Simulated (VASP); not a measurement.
Crystal: SnO2.

```
Sn O
1.0
     5.11615    0.00000    0.00000
     0.00000    5.11615    0.00000
     0.00000    0.00000    5.11615
Sn O
4 8
Direct
  0.00000 0.50000 0.50000
  0.50000 0.50000 0.00000
  0.50000 0.00000 0.50000
  0.00000 0.00000 0.00000
  0.33918 0.16082 0.83918
  0.16082 0.83918 0.33918
  0.83918 0.33918 0.16082
  0.66082 0.66082 0.66082
  0.33918 0.33918 0.33918
  0.16082 0.66082 0.83918
  0.83918 0.16082 0.66082
  0.66082 0.83918 0.16082
```

Measurements of this composition are mostly on another form, of space group No. 136.

Base run:

- Program: VASP 6.6.1
- Functional: r2SCAN
- Potentials or basis: VASP PAW PBE potentials, release 64 (Sn_d, O)
- Cutoff: 520 eV
- k mesh: 6 × 6 × 6
- Occupations: gaussian, width 0.02 eV
- Spin: no spin polarisation

Its results: band gap on the k mesh 1.52 eV, indirect (least direct gap 1.61 eV); pressure -0.9 GPa; largest force 0.014 eV/Å.

Q: The run is repeated on the same cell with these changes: functional from r2SCAN to PBEsol; occupations from gaussian, width 0.02 eV to gaussian, width 0.5 eV. What comes out?

A: Band gap on the k mesh 0.82 eV, indirect (least direct gap 0.90 eV); pressure 0.3 GPa; largest force 0.004 eV/Å.

Caveats: the PAW data sets were made with another functional, which shifts forces and pressure a little; spin-orbit coupling is left out, which moves the levels of the heavy elements.

A k mesh can miss the band edges.
